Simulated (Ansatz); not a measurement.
# InAsH2: the cost of one run

Method: DFT PBE, scalar-relativistic, plane waves, PAW, in Ansatz 0.2.0.

The COD entry's cell or inner coordinates are ideal or old and differ from later refinements, so a difference from it is no clean test against experiment.

1 further run of the same task is left out (set aside as unsound or not needed). Runs told in other sessions of the task aren't counted.

## (1) The structure to begin with

The structure is cubic, space group F-43m (No. 216). The conventional cell has a = 6.186 Å, b = 6.186 Å, c = 6.186 Å, α = 90.00°, β = 90.00°, γ = 90.00°. In (site symmetry -43m) is surrounded by 4 As at 2.68 Å. As (site symmetry -43m) has 4 In at 2.68 Å in its first shell of neighbours.

Structure file:

```cif
data_structure
_symmetry_space_group_name_H-M 'P 1'
_symmetry_Int_Tables_number 1
_cell_length_a 4.3744
_cell_length_b 4.3744
_cell_length_c 4.3744
_cell_angle_alpha 60.000
_cell_angle_beta 60.000
_cell_angle_gamma 60.000
_cell_volume 59.19
loop_
_atom_site_label
_atom_site_type_symbol
_atom_site_fract_x
_atom_site_fract_y
_atom_site_fract_z
_atom_site_occupancy
In1 In 0.00000 0.00000 0.00000 1
As1 As 0.25000 0.25000 0.25000 1
```

It is the result of an earlier relaxation at this level (volume 29.59 Å³/atom; gap on the mesh: none (metal)).

## (2) Next: the [110] wire, 10 host atoms a period with H caps

The wire is cut from the relaxed crystal, periodic along c with vacuum across. Atoms and period relax; energies count from the bulk, -5227.2346 eV an atom. Each H cap counts from half an H2 molecule (-15.872 eV in a separate run).

The cell holds 5 In, 5 As, 10 H: a = 18.400 Å, b = 18.900 Å, c = 4.374 Å, α = 90.00°, β = 90.00°, γ = 90.00°.

## (3) Relaxation

Pressure and volume refer to the whole cell with its vacuum; only the period along c may change.

Input file input.yaml:

```yaml
crystal:
  lattice:
    - [18.4, 0.0, 0.0]
    - [0.0, 18.9, 0.0]
    - [0.0, 0.0, 4.3743937318]
  atoms:
    - { symbol: In, position: [0.5594346974, 0.5375546211, 0.0] }
    - { symbol: As, position: [0.5594346974, 0.6193843425, 0.5] }
    - { symbol: As, position: [0.5594346974, 0.2920654567, 0.5] }
    - { symbol: In, position: [0.4405653026, 0.701214064, 0.5] }
    - { symbol: In, position: [0.4405653026, 0.3738951781, 0.5] }
    - { symbol: As, position: [0.6783040923, 0.4557248996, 0.0] }
    - { symbol: In, position: [0.6783040923, 0.3738951781, 0.5] }
    - { symbol: As, position: [0.4405653026, 0.4557248996, 0.0] }
    - { symbol: In, position: [0.3216959077, 0.5375546211, 0.0] }
    - { symbol: As, position: [0.3216959077, 0.6193843425, 0.5] }
    - { symbol: H, position: [0.626884415, 0.6658167451, 0.5] }
    - { symbol: H, position: [0.5594346974, 0.2456330541, 0.2162864435] }
    - { symbol: H, position: [0.5594346974, 0.2456330541, 0.7837135565] }
    - { symbol: H, position: [0.4405653026, 0.7543669459, 0.8247773607] }
    - { symbol: H, position: [0.4405653026, 0.7543669459, 0.1752226393] }
    - { symbol: H, position: [0.3633531259, 0.3207422962, 0.5] }
    - { symbol: H, position: [0.7457538099, 0.5021573022, 0.0] }
    - { symbol: H, position: [0.755516269, 0.3207422962, 0.5] }
    - { symbol: H, position: [0.244483731, 0.4844017391, 0.0] }
    - { symbol: H, position: [0.2542461901, 0.6658167451, 0.5] }
basis:
  ecutwfc: 420
kpoints:
  mp_grid: { grid: [1, 1, 12] }
hamiltonian:
  xc: pbe
scf:
  occupations: { method: gaussian, width: 0.05 }
output:
  forces: true
  stress: true
  eigenvalues: true
  populations: true
  write_density: true
  write_potential: true
  elf: true
  volumetric_format: npy
relax:
  adjacent_minimum: "off"
  f_tol: 0.02
  max_steps: 45
  cell: { fix: [a, b, alpha, beta, gamma], stress_tol: 0.03 }
```

The run is started by

```
$ ansatz run input.yaml --threads 4 --pin off --max-ram 11264MiB --backend cpu --events-out ev --progress --plain --runs-dir out
```

**Question.** How long does this run take on 4 threads of Arm Neoverse V1, shared host, and how much memory does it need?

About 7.5 min, with a peak of 3.3 GiB.
